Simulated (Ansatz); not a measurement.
SnO2:

```
Sn O
1.0
     3.23058    0.00000    0.00000
    -1.61529    2.79776    0.00000
     0.00000    0.00000   10.79056
Sn O
2 4
Cartesian
  0.0000 0.0000 0.0000
  0.0000 0.0000 5.3953
  0.0000 1.8652 9.7748
  0.0000 1.8652 6.4111
  1.6153 0.9326 1.0158
  1.6153 0.9326 4.3795
```

Measurements of this composition are mostly on another form, of space group No. 136.

Base run:

* Program: Ansatz 0.2.0
* Functional: LDA
* Potentials or basis: Ansatz PAW
* Cutoff: 420 eV (not typed: the program's choice for these potentials)
* k mesh: 9 × 9 × 3
* Occupations: fermi-dirac, width 0.05 eV
* Spin: no spin polarisation

Its results: band gap on the k mesh 1.95 eV, indirect (least direct gap 2.37 eV); pressure -7.8 GPa; largest force 0.694 eV/Å.

Problem. The run is repeated on the same cell with these changes: functional from LDA to r2SCAN; cutoff from 420 eV (not typed: the program's choice for these potentials) to 500 eV (not typed: the program's choice for these potentials). What comes out?

Solution. Band gap on the k mesh 2.60 eV, indirect (least direct gap 3.00 eV); pressure -6.1 GPa; largest force 0.631 eV/Å.

r2SCAN gives the wider gap, since meta-GGAs in the generalised Kohn-Sham scheme recover part of the derivative discontinuity.

Caveats: spin-orbit coupling is left out, which moves the levels of the heavy elements; the PAW data sets come from PBE, with cores solved anew for the run's functional, which leaves a small shift of forces and pressure.
